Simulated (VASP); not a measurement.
# Settings for SiC: self-consistent run

SiC, P3m1 (no. 156), 4 atoms in the cell. MS2; PAW potentials Si, C (PBE set). VASP 6.6.1. The cell is changed on purpose: last atom moved by 0.04 Å along z, cell strained by +1.0% along z.

Wanted: energy within 2 meV/atom.

What the run is for: energy; Accuracy asked: standard.

POSCAR:
```
SiC
1.0
    3.0760000000      0.0000000000      0.0000000000
   -1.5380000000      2.6638941420      0.0000000000
    0.0000000000      0.0000000000      5.0984800000
Si C
2 2
Direct
    0.6666666700      0.3333333300      0.5000000000
    0.3333333300      0.6666666700      0.0000000000
    0.6666666700      0.3333333300      0.8850000000
    0.3333333300      0.6666666700      0.3929239300
```

The series start from Plane-wave cutoff (eV): 520; k-point mesh: 8 × 8 × 5; Precision mode (PREC): Accurate; Electronic threshold (eV): 1e-6; Bands in all (NBANDS): 20; Aspherical gradient terms in the spheres (LASPH): yes; Electronic algorithm: ALGO=Normal; Density mixing: defaults; Delay and inner steps: defaults. Each series keeps the choices made before it, and each single choice may use up half of a tolerance.

## Plane-wave cutoff (eV)

| Plane-wave cutoff (eV) | Energy less reference (meV/atom) | SCF iterations | Time (s) |
|---|---|---|---|
| 320 | -4.4 | 21 | 26 |
| 400 | 1.6 | 21 | 36 |
| 460 | 4.0 | 20 | 47 |
| 520 | 4.8 | 20 | 55 |
| 600 | 3.5 | 19 | 66 |
| 700 | 1.5 | 18 | 68 |
| 840 (reference) | 0.0 | 22 | 85 |

## k-point mesh

| k-point mesh | Energy less reference (meV/atom) | SCF iterations | Time (s) |
|---|---|---|---|
| 3 × 3 × 2 | 114.8 | 21 | 17 |
| 4 × 4 × 2 | 26.4 | 22 | 23 |
| 4 × 4 × 3 | 30.2 | 22 | 29 |
| 5 × 5 × 3 | 9.1 | 22 | 36 |
| 7 × 7 × 4 | 0.6 | 22 | 73 |
| 8 × 8 × 5 | 0.2 | 22 | 85 |
| 10 × 10 × 6 | 0.0 | 22 | 186 |
| 13 × 13 × 7 | 0.0 | 22 | 313 |
| 16 × 16 × 9 (reference) | 0.0 | 22 | 536 |

## Precision mode (PREC)

| Precision mode (PREC) | Energy less reference (meV/atom) | SCF iterations | Time (s) |
|---|---|---|---|
| SingleN | 0.0 | 22 | 35 |
| Normal | 0.0 | 22 | 40 |
| Single | -0.2 | 22 | 73 |
| Accurate (reference) | 0.0 | 22 | 73 |

## Electronic threshold (eV)

| Electronic threshold (eV) | Energy less reference (meV/atom) | SCF iterations | Time (s) |
|---|---|---|---|
| 0.001 | 0.0 | 13 | 25 |
| 0.0001 | 0.0 | 16 | 30 |
| 1e-5 | 0.0 | 16 | 29 |
| 1e-6 | 0.0 | 22 | 35 |
| 1e-7 (reference) | 0.0 | 24 | 38 |

## Bands in all (NBANDS)

| Bands in all (NBANDS) | Energy less reference (meV/atom) | SCF iterations | Time (s) |
|---|---|---|---|
| 9 | 0.0 | 13 | 11 |
| 10 | 0.0 | 13 | 12 |
| 12 | 0.0 | 13 | 14 |
| 14 | 0.0 | 13 | 16 |
| 20 | 0.0 | 13 | 25 |
| 32 (reference) | 0.0 | 13 | 34 |

## Aspherical gradient terms in the spheres (LASPH)

| Aspherical gradient terms in the spheres (LASPH) | Energy less reference (meV/atom) | SCF iterations | Time (s) |
|---|---|---|---|
| yes | 0.0 | 13 | 11 |
| no | 0.0 | 13 | 9.1 |

## Electronic algorithm

| Electronic algorithm | Energy less reference (meV/atom) | SCF iterations | Time (s) |
|---|---|---|---|
| ALGO=Normal | 0.0 | 13 | 11 |
| ALGO=Fast | 0.3 | 14 | 15 |
| ALGO=VeryFast | 0.4 | 19 | 20 |
| ALGO=All ISEARCH=1 | 0.0 | 12 | 12 |
| ALGO=All ISEARCH=0 | 0.0 | 12 | 12 |
| ALGO=Damped TIME=0.4 | 0.2 | 17 | 14 |
| ALGO=Damped TIME=0.1 | 0.4 | 29 | 22 |
| ALGO=Old Fast | 0.0 | 13 | 14 |

## Density mixing

| Density mixing | Energy less reference (meV/atom) | SCF iterations | Time (s) |
|---|---|---|---|
| defaults | 0.0 | 13 | 11 |
| BMIX=0.0001 | 59.3 | 11 | 9.6 |
| AMIX=0.4 IMIX=1 | 0.1 | 14 | 11 |
| AMIX=0.2 | 0.1 | 14 | 11 |
| MIXPRE=2 | 0.3 | 12 | 10 |
| AMIX=0.8 | 0.2 | 17 | 13 |
| AMIX=0.1 | 0.0 | 18 | 13 |

## Delay and inner steps

| Delay and inner steps | Energy less reference (meV/atom) | SCF iterations | Time (s) |
|---|---|---|---|
| defaults | 0.0 | 13 | 11 |
| NELMDL=-2 | 0.0 | 11 | 8.8 |
| NELMDL=-8 | 0.0 | 16 | 11 |
| NELMDL=-12 | 0.0 | 20 | 14 |
| NRMM=2 | 0.0 | 13 | 11 |
| NRMM=6 | 0.0 | 13 | 11 |
| WEIMIN=0.001 | 0.0 | 13 | 11 |

## Question

The rows run from the loosest to the tightest (no order: aspherical gradient terms in the spheres, electronic algorithm, density mixing, delay and inner steps). For each series: choose the loosest value from which every tighter one stays within half of the tolerance; where there is no order, keep the first row unless others stay within half of the tolerance and take at least 30 % less time, and then take the fastest.

## Answer

- Plane-wave cutoff (eV): 840, the tightest run, since the next looser one is off by more than half of the tolerance (convergence isn't shown beyond it)
- k-point mesh: 7 × 7 × 4
- Precision mode (PREC): SingleN
- Electronic threshold (eV): 0.001
- Bands in all (NBANDS): 9
- Aspherical gradient terms in the spheres (LASPH): yes
- Electronic algorithm: ALGO=Normal
- Density mixing: defaults
- Delay and inner steps: defaults

## All choices together

| Input | Energy less reference (meV/atom) | Time (s) |
|---|---|---|
| the program's defaults (naive) | 11.1 | 2.8 |
| chosen settings | 0.5 | 11 |
| reference settings throughout | 0.0 | 903 |

The chosen settings stay within the tolerance of the reference run, but the reference itself isn't shown to be converged in: Plane-wave cutoff (eV).

## The input

INCAR:
```
  METAGGA = MS2
  ISMEAR = 0
  SIGMA = 0.03
  LWAVE = False
  LCHARG = False
  ISIF = 2
  PREC = SingleN
  LASPH = True
  LREAL = False
  ALGO = Normal
  EDIFF = 0.001
  NELM = 120
  GGA_COMPAT = False
  ENCUT = 840
  EFERMI = MIDGAP
  LMIXTAU = True
  KPAR = 2
  NBANDS = 9
```

KPOINTS:
```
Automatic mesh
0
Gamma
  7 7 4
  0 0 0
```

Commands:
```
cat potpaw_PBE.64/Si/POTCAR potpaw_PBE.64/C/POTCAR > POTCAR
mpirun -np 2 vasp_std > vasp.out
```

The chosen input took VASP 6.6.1 11 s on 2 cores (AMD EPYC 9R45 (Zen 5)), a shared host.

## An input that fails: tetrahedra on too few k points

VASP's message: IBZKPT: tetrahedron method fails for NKPT<4. NKPT = 1.

k mesh: 8 × 8 × 5 becomes 1 × 1 × 1.

Changes against the starting input:
```
- ISMEAR = 0
- NELM = 120
- KPAR = 2
+ ISMEAR = -5
+ NELM = 51
```
